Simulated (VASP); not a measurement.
# ZnSe in VASP: one cell, several levels of theory, part 2 of 2

VASP 6.6.1, plane waves, PAW.

### 3 r2SCAN at this geometry

File INCAR:

```
ENCUT = 520.000000
SIGMA = 0.010000
EDIFF = 1.00e-07
ALGO = Normal
METAGGA = R2SCAN
PREC = Accurate
IBRION = -1
ISIF = 2
ISMEAR = 0
NBANDS = 16
NELM = 120
NSW = 0
LASPH = .TRUE.
LCHARG = .FALSE.
LWAVE = .FALSE.
LREAL = .FALSE.
```

File KPOINTS:

```
KPOINTS created by Atomic Simulation Environment
0
Gamma
8 8 8
0 0 0
```

File KPOINTS_OPT:

```
special points
6
Reciprocal
0.0000000000 0.0000000000 0.0000000000 1
-0.5000000000 -0.5000000000 0.0000000000 1
-0.3750000000 -0.3750000000 0.2500000000 1
-0.3750000000 0.0000000000 0.3750000000 1
0.0000000000 0.0000000000 0.5000000000 1
-0.5000000000 -0.2500000000 0.2500000000 1
```

File POSCAR:

```
Zn Se
 1.0000000000000000
     0.0000000000000000    2.8324206844000002    2.9457175117999999
     2.8324206844000002    0.0000000000000000    2.9457175117999999
     2.8324206844000002    2.8324206844000002    0.0000000000000000
 Zn  Se
   1   1
Cartesian
  0.0000000000000000  0.0000000000000000  0.0000000000000000
  1.4162103422000001  1.4162103422000001  1.4728587558999999
```

Launch:

```bash
$ mpirun -np 1 vasp_std
```

Standard output, without the iteration lines:

```text
POSCAR found type information on POSCAR ZnSe
 POSCAR found :  2 types and       2 ions
 -----------------------------------------------------------------------------
|                                                                             |
|                                                                             |
|     You enforced a specific xc type in the INCAR file but a different       |
|     I HOPE YOU KNOW WHAT YOU ARE DOING!                                     |
|                                                                             |
 -----------------------------------------------------------------------------

 LDA part: xc-table for (None), standard interpolation
 POSCAR, INCAR and KPOINTS ok, starting setup
 FFT: planning ... GRIDC
 FFT: planning ... GRID_SOFT
 FFT: planning ... GRID
 WAVECAR not read
 entering main loop
 Start KPOINTS_OPT (optional k-point list driver)
k-point batch [1-6\6]
```

OSZICAR:

```text
N       E                     dE             d eps       ncg     rms          rms(c)
DAV:   1     0.688692373665E+02    0.68869E+02   -0.88498E+03  1896   0.130E+03
DAV:   2    -0.218012603282E+02   -0.90670E+02   -0.85253E+02  2096   0.259E+02
DAV:   3    -0.276471136158E+02   -0.58459E+01   -0.58242E+01  2384   0.646E+01
DAV:   4    -0.276924161179E+02   -0.45303E-01   -0.45299E-01  2216   0.603E+00
DAV:   5    -0.276926095737E+02   -0.19346E-03   -0.19345E-03  2456   0.356E-01    0.469E+00
DAV:   6    -0.249009624773E+02    0.27916E+01   -0.13310E+00  1952   0.313E+01    0.447E+00
DAV:   7    -0.248727332897E+02    0.28229E-01   -0.30315E-01  2392   0.839E+00    0.210E+00
DAV:   8    -0.248878774396E+02   -0.15144E-01   -0.33567E-02  2456   0.172E+00    0.536E-01
DAV:   9    -0.248900473100E+02   -0.21699E-02   -0.41019E-03  2432   0.137E+00    0.843E-02
DAV:  10    -0.248901921729E+02   -0.14486E-03   -0.99579E-04  2384   0.393E-01    0.550E-02
DAV:  11    -0.248901582723E+02    0.33901E-04   -0.38617E-04  2504   0.398E-01    0.456E-02
DAV:  12    -0.248901456147E+02    0.12658E-04   -0.11266E-04  2368   0.240E-01    0.778E-03
DAV:  13    -0.248901544444E+02   -0.88297E-05   -0.11610E-05  2552   0.633E-02    0.462E-03
DAV:  14    -0.248901532940E+02    0.11504E-05   -0.22857E-06  2256   0.248E-02    0.108E-03
DAV:  15    -0.248901539680E+02   -0.67394E-06   -0.12269E-07  1592   0.323E-03    0.262E-04
DAV:  16    -0.248901540155E+02   -0.47553E-07   -0.11832E-08  1080   0.132E-03
   1 F= -.24890154E+02 E0= -.24890154E+02  d E =-.718256E-85
       N       E                     dE             ncg
DAV:   1     0.115702372415E+04   -0.33087E+04      192
DAV:   2     0.611458225305E+03   -0.54557E+03      224
DAV:   3     0.576771530680E+03   -0.34687E+02      232
DAV:   4     0.576520647527E+03   -0.25088E+00      256
DAV:   5     0.576519598151E+03   -0.10494E-02      232
DAV:   6     0.576519589331E+03   -0.88208E-05      264
DAV:   7     0.576519589232E+03   -0.98974E-07      240
```

From OUTCAR:

```text
k-points           NKPTS =     59   k-points in BZ     NKDIM =     59   number of bands    NBANDS=     16

   NELECT =      18.0000    total number of electrons

   dimension x,y,z NGX =    30 NGY =   30 NGZ =   30
   dimension x,y,z NGXF=    60 NGYF=   60 NGZF=   60

  energy-cutoff  :      520.00
  volume of cell :       47.26
      direct lattice vectors                 reciprocal lattice vectors
     0.000000000  2.832420684  2.945717512    -0.176527450  0.176527450  0.169737932
     2.832420684  0.000000000  2.945717512     0.176527450 -0.176527450  0.169737932
     2.832420684  2.832420684  0.000000000     0.176527450  0.176527450 -0.169737932

 k-points in reciprocal lattice and weights: KPOINTS created by Atomic Simulation Env
   0.00000000  0.00000000  0.00000000       0.002
   0.12500000  0.00000000  0.00000000       0.016
   0.25000000  0.00000000  0.00000000       0.016
   0.37500000  0.00000000  0.00000000       0.016
   0.50000000  0.00000000  0.00000000       0.008
   0.12500000  0.12500000  0.00000000       0.004
   0.25000000  0.12500000  0.00000000       0.016
   0.37500000  0.12500000  0.00000000       0.016
[... 51 more k-points ...]

 E-fermi :   1.1666

 k-point     1 :       0.0000    0.0000    0.0000
  band No.  band energies     occupation
      1     -12.4866      2.00000
      2      -5.5971      2.00000
      3      -5.5799      2.00000
      4      -5.5799      2.00000
      5      -5.2178      2.00000
      6      -5.2152      2.00000
      7       0.8754      2.00000
      8       1.0305      2.00000
      9       1.0305      2.00000
     10       2.6772      0.00000
     11       7.3074      0.00000
     12       7.3075      0.00000
     13       7.3336      0.00000
     14      11.3948      0.00000
     15      12.5428      0.00000
     16      13.2865      0.00000

 k-point     2 :       0.1250    0.0000    0.0000
  band No.  band energies     occupation
      1     -12.3897      2.00000
      2      -5.5838      2.00000
      3      -5.5673      2.00000
      4      -5.5642      2.00000
      5      -5.2180      2.00000
      6      -5.2172      2.00000
      7      -0.2490      2.00000
      8       0.7764      2.00000
      9       0.8996      2.00000
     10       3.6078      0.00000
     11       7.1861      0.00000
     12       7.5658      0.00000
     13       7.5846      0.00000
     14      11.8344      0.00000
     15      12.3315      0.00000
     16      12.4239      0.00000

 k-point     3 :       0.2500    0.0000    0.0000
  band No.  band energies     occupation
      1     -12.1395      2.00000
      2      -5.5465      2.00000
      3      -5.5287      2.00000
      4      -5.5073      2.00000
      5      -5.2182      2.00000
      6      -5.2140      2.00000
      7      -1.9548      2.00000
      8       0.4427      2.00000
      9       0.6158      2.00000
     10       4.1358      0.00000
     11       7.7312      0.00000
     12       7.9937      0.00000
     13       8.0813      0.00000
     14      11.7475      0.00000
     15      12.0339      0.00000
     16      12.3412      0.00000

 k-point     4 :       0.3750    0.0000    0.0000
  band No.  band energies     occupation
      1     -11.8607      2.00000
      2      -5.5184      2.00000
      3      -5.4985      2.00000
      4      -5.3140      2.00000
      5      -5.2124      2.00000
      6      -5.2007      2.00000
      7      -3.3763      2.00000
      8       0.1503      2.00000
      9       0.3656      2.00000
     10       4.0263      0.00000
     11       7.7996      0.00000
     12       8.0655      0.00000
     13       9.3967      0.00000
     14      11.9144      0.00000
     15      13.0083      0.00000
     16      13.1895      0.00000

 k-point     5 :       0.5000    0.0000    0.0000
  band No.  band energies     occupation
      1     -11.7349      2.00000
      2      -5.5094      2.00000
      3      -5.4881      2.00000
      4      -5.2073      2.00000
      5      -5.1960      2.00000
      6      -5.0753      2.00000
      7      -4.0699      2.00000
      8       0.0378      2.00000
      9       0.2694      2.00000
     10       3.9396      0.00000
     11       7.7268      0.00000
     12       8.0100      0.00000
     13       9.9434      0.00000
     14      12.4558      0.00000
     15      14.4761      0.00000
     16      14.7390      0.00000

 k-point     6 :       0.1250    0.1250    0.0000
  band No.  band energies     occupation
      1     -12.3635      2.00000
      2      -5.5974      2.00000
      3      -5.5505      2.00000
      4      -5.5505      2.00000
      5      -5.2286      2.00000
      6      -5.2095      2.00000
      7      -0.3332      2.00000
      8       0.6500      2.00000
      9       0.6501      2.00000
     10       3.9850      0.00000
     11       6.6247      0.00000
     12       7.9603      0.00000
     13       7.9605      0.00000
     14      10.5882      0.00000
     15      12.6115      0.00000
     16      13.4982      0.00000

 k-point     7 :       0.2500    0.1250    0.0000
  band No.  band energies     occupation
      1     -12.1683      2.00000
      2      -5.5725      2.00000
      3      -5.5138      2.00000
      4      -5.5091      2.00000
      5      -5.2335      2.00000
      6      -5.2055      2.00000
      7      -1.5588      2.00000
      8       0.2620      2.00000
      9       0.3069      2.00000
     10       4.7611      0.00000
     11       6.5598      0.00000
     12       8.2707      0.00000
     13       8.5730      0.00000
     14      10.4163      0.00000
     15      13.2155      0.00000
     16      13.6278      0.00000

 k-point     8 :       0.3750    0.1250    0.0000
  band No.  band energies     occupation
      1     -11.8957      2.00000
      2      -5.5239      2.00000
      3      -5.4798      2.00000
      4      -5.3877      2.00000
      5      -5.2181      2.00000
      6      -5.2023      2.00000
      7      -2.9238      2.00000
      8      -0.2267      2.00000
      9       0.0734      2.00000
     10       4.8462      0.00000
     11       7.1511      0.00000
     12       8.6395      0.00000
     13       8.7518      0.00000
     14      11.7377      0.00000
     15      13.2359      0.00000
     16      13.7680      0.00000

 k-point     9 :       0.5000    0.1250    0.0000
  band No.  band energies     occupation
      1     -11.7074      2.00000
      2      -5.5043      2.00000
      3      -5.4669      2.00000
      4      -5.2257      2.00000
      5      -5.2049      2.00000
      6      -5.0974      2.00000
      7      -3.8636      2.00000
      8      -0.5982      2.00000
      9       0.0545      2.00000
     10       4.7552      0.00000
     11       7.2368      0.00000
     12       8.5391      0.00000
     13       9.8895      0.00000
     14      12.5708      0.00000
     15      13.8757      0.00000
     16      14.5377      0.00000

 k-point    10 :      -0.3750    0.1250    0.0000
  band No.  band energies     occupation
      1     -11.7417      2.00000
      2      -5.5030      2.00000
      3      -5.4773      2.00000
      4      -5.2517      2.00000
      5      -5.2185      2.00000
      6      -5.1381      2.00000
      7      -3.6463      2.00000
      8      -0.7093      2.00000
      9       0.2544      2.00000
     10       4.7764      0.00000
     11       7.4693      0.00000
     12       8.3505      0.00000
     13       9.4850      0.00000
     14      12.6172      0.00000
     15      12.7128      0.00000
     16      14.8101      0.00000

 k-point    11 :      -0.2500    0.1250    0.0000
  band No.  band energies     occupation
      1     -11.9715      2.00000
      2      -5.5212      2.00000
      3      -5.5081      2.00000
      4      -5.4490      2.00000
      5      -5.2296      2.00000
      6      -5.1895      2.00000
      7      -2.5034      2.00000
      8      -0.4984      2.00000
      9       0.5835      2.00000
     10       4.8476      0.00000
     11       7.4993      0.00000
     12       8.1530      0.00000
     13       8.3366      0.00000
     14      11.3188      0.00000
     15      12.8281      0.00000
     16      13.8528      0.00000

 k-point    12 :      -0.1250    0.1250    0.0000
  band No.  band energies     occupation
      1     -12.2362      2.00000
      2      -5.5632      2.00000
      3      -5.5455      2.00000
      4      -5.5378      2.00000
      5      -5.2269      2.00000
      6      -5.2066      2.00000
      7      -1.1554      2.00000
      8       0.0666      2.00000
      9       0.8658      2.00000
     10       4.4163      0.00000
     11       6.8660      0.00000
     12       7.7362      0.00000
     13       8.3078      0.00000
     14      11.3644      0.00000
     15      12.2769      0.00000
     16      13.3606      0.00000

[... the tables of k-points 13 to 59 left out ...]

  Total       -0.5164667     -0.5164667     -0.9784696      0.0000000     -0.0000000      0.0000000
  in kB      -17.5071857    -17.5071857    -33.1681541      0.0000000     -0.0000000      0.0000000
  external PRESSURE =     -22.7275085 kB  Pullay stress =       0.0000000 kB

 POSITION                                       TOTAL-FORCE (eV/Angst)
 -----------------------------------------------------------------------------------
      0.00000      0.00000      0.00000        -0.000000     -0.000000      0.000000
      1.41621      1.41621      1.47286         0.000000      0.000000     -0.000000
 -----------------------------------------------------------------------------------
    total drift:                                0.000029      0.000029     -0.000010

  FREE ENERGIE OF THE ION-ELECTRON SYSTEM (eV)
  ---------------------------------------------------
  free  energy   TOTEN  =       -24.8901540155 eV

  energy  without entropy=      -24.8901540155  energy(sigma->0) =      -24.89015402
```

Hardware: 1 MPI rank of Intel Xeon Platinum 8488C, shared host.

The levels at the points of KPOINTS_OPT are read from vasprun.xml.

Levels at the named points, in eV from the top of band v (v: the last filled band by count, c: the next):

| point | v−1 | v | c | c+1 |
| --- | --- | --- | --- | --- |
| Γ | 0.00 | 0.00 | 1.65 | 6.28 |
| X | -2.00 | -2.00 | 3.49 | 4.07 |
| U | -3.01 | -1.62 | 4.15 | 6.12 |
| K | -3.01 | -1.83 | 3.87 | 5.80 |
| L | -0.99 | -0.76 | 2.91 | 6.70 |
| W | -2.69 | -2.58 | 5.86 | 5.93 |

The r2SCAN gap is 1.65 eV, direct at Γ. Pressure: -2.27 GPa; the forces vanish within 0.01 eV/Å.

### 4 Results

What follows sums up all 2 parts.

| level | gap (eV) | pressure (GPa) | Ansatz: gap (eV) | Ansatz: pressure (GPa) |
| --- | --- | --- | --- | --- |
| PBE | 1.08 | -0.01 | 1.08 | -0.22 |
| r2SCAN | 1.65 | -2.27 | 1.65 | -2.36 |

The gap runs from 1.08 eV (PBE) to 1.65 eV (r2SCAN). At this one volume the pressure spans -2.3 GPa (r2SCAN) to 0.0 GPa (PBE): PBE wants the largest cell and r2SCAN the smallest. The two programs agree on the gap within 0.01 eV, far less than the spread between functionals. Each program uses its own PAW datasets and cutoff. VASP's cell holds 18 valence electrons and Ansatz's 28.
